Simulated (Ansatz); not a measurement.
# Mn: how the settings move a single-point run

Question: which choices in the input matter for Mn?

Method: reference: DFT, PBE, all-electron PAW with datasets made for the crystal, scalar-relativistic, in Ansatz 0.2.0.

### Step 1. The system as given

The structure is hexagonal, space group P6_3/mmc (No. 194). Conventional cell: a = 2.267 Å, b = 2.267 Å, c = 3.674 Å, α = 90.00°, β = 90.00°, γ = 120.00°. Around Mn (site symmetry -6m2) lie 12 Mn at 2.26 to 2.27 Å.

As a file:

```xyz
2
Lattice="2.2665 0.0000 0.0000 -1.1333 1.9629 0.0000 0.0000 0.0000 3.6742" Properties=species:S:1:pos:R:3 pbc="T T T"
Mn    1.1333    0.6543    2.7557
Mn    0.0000    1.3086    0.9186
```

### Step 2. Reference

input.yaml

```yaml
crystal:
  lattice:
    - [2.2665267663, 0.0, 0.0]
    - [-1.1332633832, 1.962869758, 0.0]
    - [0.0, 0.0, 3.6742271552]
  atoms:
    - { symbol: Mn, position: [0.6666666667, 0.3333333333, 0.75], spin: 4.0 }
    - { symbol: Mn, position: [0.3333333333, 0.6666666667, 0.25], spin: 4.0 }
magnetization:
  spin_polarized: true
kpoints:
  mp_grid: { grid: [15, 15, 8] }
scf:
  occupations: { method: fermi_dirac, width: 0.05 }
  lower_state_search: "off"
hamiltonian:
  xc: pbe
  pseudopotentials: { kind: all_electron, datasets: crystal }
output:
  forces: true
  stress: true
  eigenvalues: false
```

Run with:

```
ansatz run input.yaml --threads 1 --pin off --max-ram 3072MiB --backend cpu --events-out ev --progress --plain --runs-dir out
```

Excerpt of the output:

```text
[...]
Basis set: ecut = 420 eV, 313 PW (Γ), exchange–correlation on 32×32×50 points (8 copies of the dense FFT grid, shifted against one another)
[...]
Magnetic group: BNS 194.263 (UNI 1493), of the structure as read, at distance tolerance 2.5e-5 Å
k-points: 135 of 1800
[...]
SCF iter   1: F=—  HF=-63052.236729 eV  |F-HF|=—  |Δ(HF+E_count)|=         —  Δρ=4.13e-1 (↑4.13e-1 ↓2.14e-1)  dr2=6.53e0  dr2_m=1.40e1  M=3.061 μB ∫|m|=3.064 μB  β_m=0.30  ethr=2.13e-2  ⟨swp⟩=2.0  Hψ=32348  notcnv=0
preconditioner: auto → none  [metal: Δε(μ)=0.002 eV  Ē_g=12.248 eV  σ=0.050 eV  W_gap=0.01  n_scr=2 (ndim 8)  ℏωp=34.4 eV  f_vac=0.000  D(μ)=2.43/eV (n_scr^D=36)  sad-step TF]
SCF iter   2: F=—  HF=-63052.455510 eV  |F-HF|=—  |Δ(HF+E_count)|=   2.19e-1  Δρ=3.00e-1 (↑3.00e-1 ↓1.82e-1)  dr2=2.44e0  dr2_m=8.46e0  M=2.649 μB ∫|m|=2.655 μB  β_m=0.30  ethr=2.13e-2  ⟨swp⟩=2.0  Hψ=12420  notcnv=0
[...]
SCF iter  18: F=-63054.488241 eV  HF=-63054.488241 eV  |F-HF|=1.75e-9  |Δ(HF+E_count)|=   6.86e-9  Δρ=2.35e-6 (↑2.35e-6 ↓2.05e-6)  dr2=1.53e-9  dr2_m=1.76e-10  M=0.000 μB ∫|m|=0.000 μB  β_m=0.94  ethr=1.26e-11  ⟨swp⟩=3.0  Hψ=13064  notcnv=0
SCF iter  19: F=-63054.488241 eV  HF=-63054.488241 eV  |F-HF|=7.28e-12  |Δ(HF+E_count)|=  3.86e-10  Δρ=4.65e-7 (↑3.19e-7 ↓4.65e-7)  dr2=7.20e-12  dr2_m=2.12e-11  M=0.000 μB ∫|m|=0.000 μB  ethr=5.11e-12  ⟨swp⟩=3.0  Hψ=12140  notcnv=0
[...]
SCF converged after 19 iterations
Magnetization: 0.0000 μB (15.0000 up, 15.0000 down)
[...]
Free energy (F): -63054.488245 eV
[...]
E sigma→0 (E₀):  -63054.480271 eV
[...]
Fermi energy:    28.063959 eV
[...]
  P = ⅓ Tr σ = 135.6241 GPa (1356.241 kbar)
[...]
```

It took 37 s on 1 thread of Arm Neoverse V2, shared host; peak memory 0.73 GiB.

### Step 3. Changing settings: mp_grid.shift [0.5, 0.5, 0.5], scf.algorithm density_mixing

input.yaml: that of step 2 with these lines changed.

```diff
@@ -11,3 +11,3 @@
 kpoints:
-  mp_grid: { grid: [15, 15, 8] }
+  mp_grid: { grid: [15, 15, 8], shift: [0.5, 0.5, 0.5] }
 scf:
@@ -15,2 +15,3 @@
   lower_state_search: "off"
+  algorithm: density_mixing
 hamiltonian:
```

Run with:

```
ansatz run input.yaml --threads 1 --pin off --max-ram 3072MiB --backend cpu --events-out ev --progress --plain --runs-dir out
```

The program printed:

```text
Warning: crystal.symmetry: narrowed to the stabiliser of the k-point mesh — unitary ops 24 → 8; excluded 16 operations that carry a point of the 15×15×8 mesh (shift [0.5, 0.5, 0.5]) off the mesh (the run samples exactly the mesh kpoints.mp_grid names, as under crystal.symmetry.detect: false, and its converged state has the mesh's symmetry, not the crystal's; ε∞, the Born charges and the force constants of a linear response (`dielectric:` by the response, `phonons.method: dfpt`) are averaged over those of the crystal's operations that the state keeps within a tolerance, where `mesh_tensors`, `unaveraged_element` or `gamma_mean_max_change_ev_ang2` stands beside them; a row that `dielectric.field_direction` solves alone is averaged likewise, with nothing beside; a Γ-centred mesh of equal divisions is mapped onto itself by every operation and keeps the whole group, as does a half-shifted one under kpoints.further_shifts: images)
settings of this run that can trade accuracy for cost: output.eigenvalues: false. Do not mix this run's numbers with those of runs without the same settings; the input reference describes each key
hamiltonian.pseudopotentials.datasets: crystal makes datasets for this crystal and solves the spheres of its atoms anew in each pass: cutoff 420.0 eV, the density's 1680.0 eV; for an error of 0.50 meV an atom under PBE, 1.0 meV for the cell; an energy difference from a run of another recipe may be off by several times the error for the cell, under r2SCAN by more, where some 0.1 meV an atom stays at smaller errors; Mn in spheres of 1.127 Å, 15 of its electrons in bands
Engine: ansatz 0.2.0
Pseudopotentials: kind: all_electron
Pseudopotential: Mn, paw, valence charge 15, recommended cutoff 420 eV (normal), Koelling and Harmon's equation, gaussian nucleus
Functional definition: PBE
  parameter kappa = 0.804
  parameter beta = 0.06672455060314922
  exchange = pbe_x(kappa = kappa, mu = beta*pi^2/3)
  correlation = pbe_c(beta = beta)
Crystal: 2 atoms, lattice volume = 16.346 Å³
Basis set: ecut = 420 eV, 313 PW (Γ), exchange–correlation on 32×32×50 points (8 copies of the dense FFT grid, shifted against one another)
Bands: 23, of which v1, the nominal top of the filled ones, is band 15 counted from 1 (14 counted from 0)
Symmetry: 8 space group operations
k-points: 256 of 1800
Non-local potential: Mn, projectors of the file, l = 0: 2, l = 1: 2, l = 2: 2
PAW form: soft (Blöchl's): semilocal exchange-correlation on the pseudo side does not see the compensation charge
PAW one-centre angular grid: Mn, 590 points (default); XC on its mesh's 1873 points in the sphere
Initial density: superposition of atomic densities (chi_scale 0.1, normalization cell)
Starting moments: Σ|m| = 8 μB on 2 of 2 sites
Initial wavefunctions: pseudopotential atomic-orbital guess
Functional: x = pbe(κ = 0.804, μ = 0.2195149727645171), c = pbe(β = 0.06672455060314922)
iter 1 solved again at ethr=2.14e-2 eV; its pass at ethr=1.00e-1 eV (dr2=6.43e0 eV) is discarded
SCF iter   1: F=—  HF=-63052.241741 eV  |F-HF|=—  |Δ(HF+E_count)|=         —  Δρ=4.16e-1 (↑4.16e-1 ↓2.16e-1)  dr2=6.58e0  dr2_m=1.43e1  M=3.013 μB ∫|m|=3.016 μB  β_m=0.30  ethr=2.14e-2  ⟨swp⟩=2.0  Hψ=61422  notcnv=0
preconditioner: auto → none  [metal: Δε(μ)=0.003 eV  Ē_g=12.239 eV  σ=0.050 eV  W_gap=0.02  n_scr=2 (ndim 8)  ℏωp=34.4 eV  f_vac=0.000  D(μ)=2.03/eV (n_scr^D=34)  sad-step TF]
SCF iter   2: F=—  HF=-63052.464956 eV  |F-HF|=—  |Δ(HF+E_count)|=   2.23e-1  Δρ=2.97e-1 (↑2.97e-1 ↓1.80e-1)  dr2=2.42e0  dr2_m=8.24e0  M=2.683 μB ∫|m|=2.689 μB  β_m=0.30  ethr=2.14e-2  ⟨swp⟩=2.0  Hψ=23552  notcnv=0
iter 3 solved again at ethr=1.80e-4 eV; its pass at ethr=8.06e-3 eV (dr2=5.39e-2 eV) is discarded
SCF iter   3: F=—  HF=-63052.662998 eV  |F-HF|=—  |Δ(HF+E_count)|=   1.98e-1  Δρ=1.80e-1 (↑1.80e-1 ↓1.72e-1)  dr2=5.34e-2  dr2_m=4.61e0  M=2.446 μB ∫|m|=2.454 μB  β_m=0.30  ethr=1.80e-4  ⟨swp⟩=2.7  Hψ=49089  notcnv=0  defer=143
SCF iter   4: F=—  HF=-63053.164571 eV  |F-HF|=—  |Δ(HF+E_count)|=   5.02e-1  Δρ=1.54e-1 (↑1.54e-1 ↓1.48e-1)  dr2=1.14e-2  dr2_m=3.40e0  M=2.014 μB ∫|m|=2.024 μB  β_m=0.30  ethr=1.78e-4  ⟨swp⟩=2.7  Hψ=25865  notcnv=0  defer=25
SCF iter   5: F=—  HF=-63053.554054 eV  |F-HF|=—  |Δ(HF+E_count)|=   3.89e-1  Δρ=1.26e-1 (↑1.23e-1 ↓1.26e-1)  dr2=1.53e-3  dr2_m=2.33e0  M=1.720 μB ∫|m|=1.730 μB  β_m=0.30  ethr=3.81e-5  ⟨swp⟩=2.9  Hψ=26573  notcnv=0  defer=1
SCF iter   6: F=—  HF=-63053.844729 eV  |F-HF|=—  |Δ(HF+E_count)|=   2.91e-1  Δρ=1.09e-1 (↑1.05e-1 ↓1.09e-1)  dr2=2.04e-3  dr2_m=1.73e0  M=1.406 μB ∫|m|=1.416 μB  β_m=0.30  ethr=5.09e-6  ⟨swp⟩=3.4  Hψ=29058  notcnv=0
SCF iter   7: F=—  HF=-63054.037273 eV  |F-HF|=—  |Δ(HF+E_count)|=   1.93e-1  Δρ=9.24e-2 (↑9.24e-2 ↓8.95e-2)  dr2=1.31e-3  dr2_m=1.24e0  M=1.165 μB ∫|m|=1.177 μB  β_m=0.30  ethr=5.09e-6  ⟨swp⟩=2.7  Hψ=25743  notcnv=0  defer=2
SCF iter   8: F=—  HF=-63054.170373 eV  |F-HF|=—  |Δ(HF+E_count)|=   1.33e-1  Δρ=7.53e-2 (↑7.53e-2 ↓7.49e-2)  dr2=7.56e-5  dr2_m=8.45e-1  M=0.993 μB ∫|m|=1.004 μB  β_m=0.30  ethr=4.37e-6  ⟨swp⟩=2.6  Hψ=25570  notcnv=0
SCF iter   9: F=—  HF=-63054.262352 eV  |F-HF|=—  |Δ(HF+E_count)|=   9.20e-2  Δρ=6.43e-2 (↑6.43e-2 ↓6.29e-2)  dr2=3.08e-4  dr2_m=6.06e-1  M=0.825 μB ∫|m|=0.836 μB  β_m=0.30  ethr=2.52e-7  ⟨swp⟩=4.0  Hψ=29989  notcnv=0
Mixer restart at iter 9: flushing history
spin-set hold released at iteration 9 (site moments contracting): the magnetisation degrees of freedom join the quasi-Newton model from the next iteration; the mixer history was flushed
SCF iter  10: F=—  HF=-63054.328262 eV  |F-HF|=—  |Δ(HF+E_count)|=   6.59e-2  Δρ=5.44e-2 (↑5.44e-2 ↓5.37e-2)  dr2=1.44e-4  dr2_m=4.38e-1  M=0.681 μB ∫|m|=0.691 μB  β_m=0.39  ethr=2.52e-7  ⟨swp⟩=3.8  Hψ=28963  notcnv=0
SCF iter  11: F=—  HF=-63054.468509 eV  |F-HF|=—  |Δ(HF+E_count)|=   1.40e-1  Δρ=2.14e-2 (↑2.14e-2 ↓1.96e-2)  dr2=4.54e-4  dr2_m=6.27e-2  M=0.233 μB ∫|m|=0.240 μB  β_m=0.67  ethr=2.52e-7  ⟨swp⟩=4.0  Hψ=36010  notcnv=0
SCF iter  12: F=—  HF=-63054.492813 eV  |F-HF|=—  |Δ(HF+E_count)|=   2.43e-2  Δρ=3.02e-3 (↑3.02e-3 ↓1.46e-3)  dr2=1.54e-3  dr2_m=2.87e-4  M=-0.011 μB ∫|m|=0.011 μB  β_m=0.62  ethr=2.52e-7  ⟨swp⟩=4.0  Hψ=38603  notcnv=0
SCF iter  13: F=—  HF=-63054.493344 eV  |F-HF|=—  |Δ(HF+E_count)|=   5.31e-4  Δρ=1.11e-3 (↑8.97e-4 ↓1.11e-3)  dr2=3.10e-4  dr2_m=4.09e-5  M=-0.002 μB ∫|m|=0.004 μB  β_m=0.62  ethr=2.52e-7  ⟨swp⟩=3.0  Hψ=35225  notcnv=0
SCF iter  14: F=—  HF=-63054.493280 eV  |F-HF|=—  |Δ(HF+E_count)|=   6.34e-5  Δρ=5.25e-4 (↑4.30e-4 ↓5.25e-4)  dr2=2.99e-6  dr2_m=3.29e-5  M=0.005 μB ∫|m|=0.006 μB  β_m=0.67  ethr=2.52e-7  ⟨swp⟩=3.0  Hψ=27302  notcnv=0
SCF iter  15: F=—  HF=-63054.493299 eV  |F-HF|=—  |Δ(HF+E_count)|=   1.91e-5  Δρ=1.43e-4 (↑1.43e-4 ↓1.07e-4)  dr2=3.84e-6  dr2_m=1.00e-6  M=0.000 μB ∫|m|=0.001 μB  β_m=0.73  ethr=9.96e-9  ⟨swp⟩=3.1  Hψ=26425  notcnv=0
SCF iter  16: F=—  HF=-63054.493301 eV  |F-HF|=—  |Δ(HF+E_count)|=   1.25e-6  Δρ=3.17e-5 (↑3.17e-5 ↓2.73e-5)  dr2=4.85e-9  dr2_m=1.28e-7  M=-0.000 μB ∫|m|=0.000 μB  β_m=0.81  ethr=9.96e-9  ⟨swp⟩=3.0  Hψ=23783  notcnv=0
iter 17 did not close the SCF: its close was put off for a magnetic moment that had not settled (scf_convergence_deferred on its scf_iter line)
SCF iter  17: F=-63054.493301 eV  HF=-63054.493301 eV  |F-HF|=6.96e-9  |Δ(HF+E_count)|=   9.09e-8  Δρ=5.45e-6 (↑5.45e-6 ↓5.02e-6)  dr2=7.37e-9  dr2_m=1.29e-9  M=0.000 μB ∫|m|=0.000 μB  β_m=0.81  ethr=1.62e-11  ⟨swp⟩=3.5  Hψ=27940  notcnv=0
iter 18 did not close the SCF: its close was put off for a magnetic moment that had not settled (scf_convergence_deferred on its scf_iter line)
SCF iter  18: F=-63054.493301 eV  HF=-63054.493301 eV  |F-HF|=3.64e-11  |Δ(HF+E_count)|=  6.98e-10  Δρ=1.29e-6 (↑1.29e-6 ↓1.19e-6)  dr2=2.15e-10  dr2_m=1.42e-10  M=0.000 μB ∫|m|=0.000 μB  β_m=0.89  ethr=1.62e-11  ⟨swp⟩=3.0  Hψ=24784  notcnv=0
SCF iter  19: F=-63054.493301 eV  HF=-63054.493301 eV  |F-HF|=0.00e0  |Δ(HF+E_count)|=  1.82e-10  Δρ=3.22e-7 (↑2.63e-7 ↓3.22e-7)  dr2=5.41e-12  dr2_m=1.10e-11  M=0.000 μB ∫|m|=0.000 μB  ethr=1.00e-12  ⟨swp⟩=3.0  Hψ=22245  notcnv=0
WARN: the starting moments were not kept: the SCF closed with an absolute magnetisation of 4.0e-5 μB, where they sum to 8 μB in size (2 sites). That is at most 0.1 of that sum. Measured as dr2_m measures the in/out step, that magnetisation stands 8.0e-10 eV from none, at or under the dr2_threshold of 6.2e-8 eV: it is no larger than a step whose dr2_m would equal this threshold. The system may hold no moment; this SCF shows only that its start led to no more than that. To try another start: raise the starting moments (crystal.atoms[].spin, magnetization.per_species, magnetization.initial_magnetization, or on a non-collinear deck that types none of these the spinor_matrix: blocks that start its atoms; where the total moment is fixed, keep their sum and leave initial_magnetization as it is; typed ones take the place of any that the run laid by itself, positive ones on a crystal's lanthanoids without a Hubbard term where scf.initial_density.shell_occupations: [] is typed) or, if the notice of its spin-set hold's release reads "site moments contracting" or "site moments show no strong build", lengthen the hold (scf.mixing.spin_hold: { on: { confirm: 4 } }; for m-r²SCAN on two components see the key's manual first). Each may lead to a state that holds a moment. A second SCF, from the converged charge density, with the starting moments and any scf.initial_density.shell_occupations laid on it anew, would have followed, and was not run: the deck does not ask for one (magnetization.retry_lost_moments is false, the default). To let it run, set magnetization.retry_lost_moments: true and run the deck again, where that key's refused combinations let it; where memory then withholds it, that run's warning says so.
SCF 1 converged in 19 iterations: F = -63054.493305 eV  dr2 = 5.41e-12
SCF converged after 19 iterations
Magnetization: 0.0000 μB (15.0000 up, 15.0000 down)
Absolute magnetization: 0.0000 μB (∫|ρ↑−ρ↓|)
Spin contamination: -0.0680 ħ² per cell (⟨S²⟩ above its minimum at these occupations)
Per-site moments (μB) at R_I (Å): [(3.5277568164229947e-6, 0.9304017275698339), (3.5277568165236772e-6, 0.9304017275698339)]
Free energy (F): -63054.493305 eV
Harris-Foulkes:  -63054.493305 eV  (|F-HF|=0.00e0)
Internal energy: -63054.478378 eV  (E = F + TS)
E sigma→0 (E₀):  -63054.485842 eV
Entropy (-TS):   -0.014927 eV (-7.464 meV/atom)
Past the cutoff: the bands carry plane waves up to 1.75 times it, of which those up to 1.5 times it add -0.000290 eV an atom, each by itself; the spheres take 0.000127 eV an atom off the energy for waves past 1.75 times it
By the cutoff:   a pressure is off by up to 0.007 GPa (1.2 times the spheres' own share and the shells' term, over an atom's volume, and 0.004 GPa: a bound that held against runs at twice the plane waves)
Past the cutoffs: a stress includes 0.0023 GPa for waves and charges beyond them, in addition to the slope of what the spheres take
In the spheres:  the bands' charges fall short by 4.2e-7 e at most (sound up to 1e-3)
Fermi energy:    28.072277 eV
--- Per-component energies (eV) ---
  The terms above E_closure are by the made datasets' own strengths, without shells solved beside the bands.
--- Forces (eV/Å), atoms counted from 1 ---
  atom   1  Mn     0.00439569    -0.00253785     0.00000000
  atom   2  Mn    -0.00439569     0.00253785     0.00000000
  max |Σ_I F_I| component: 0.00e0 eV/Å
--- Stress (GPa, compression-positive) ---
      136.844143      -0.137238       0.000000
       -0.137238     136.685675       0.000000
        0.000000       0.000000     133.513965
  P = ⅓ Tr σ = 135.6813 GPa (1356.813 kbar)
settings of this run that can trade accuracy for cost: output.eigenvalues: false. Do not mix this run's numbers with those of runs without the same settings; the input reference describes each key
```

Wall time 67 s (1 thread of Arm Neoverse V2, shared host); peak memory 0.93 GiB.

Changing the k-point mesh and solver moves the energy by -2.5 meV/atom. The energy is not variational in the mesh, so the sign tells nothing. Of the settings changed, the mesh is the one that moves energies this far. Cost: 67 s against 37 s.

### Step 4. Comparison

| run | ending | energy change | pressure (GPa) | gap (eV) | force (eV/Å) | cycles | time |
| --- | --- | --- | --- | --- | --- | --- | --- |
| reference | converged | 0 | 135.6 | 0.00 | 0.00 | 19 | 37 s |
| 1: mp_grid.shift [0.5, 0.5, 0.5], scf.algorithm density_mixing | converged | -2.5 meV/atom | 135.7 | 0.00 | 0.01 | 19 | 67 s |

Residual by cycle in the longest SCF loop of each run; runs are numbered as in the table. The quantity is the density residual dr2, in eV.

```
cycle  reference    run 1
    1       6.53     6.58
    3     0.0462   0.0534
    4     0.0148   0.0114
    6    0.00288  0.00204
    8     3.8e-4   7.6e-5
    9     6.3e-4   3.1e-4
   11    0.00181   4.5e-4
   12    0.00247  0.00154
   14     6.2e-6   3.0e-6
   16     5.1e-7   4.8e-9
   17     3.8e-9   7.4e-9
   19    7.2e-12  5.4e-12
```

**Reading.** Changing the k-point mesh and solver moves the energy by -2.5 meV/atom. The energy is not variational in the mesh, so the sign tells nothing. Of the settings changed, the mesh is the one that moves energies this far. Cost: 67 s against 37 s. The structure is not at rest: the sound run finds 136 GPa, so these are no properties of the relaxed crystal. 
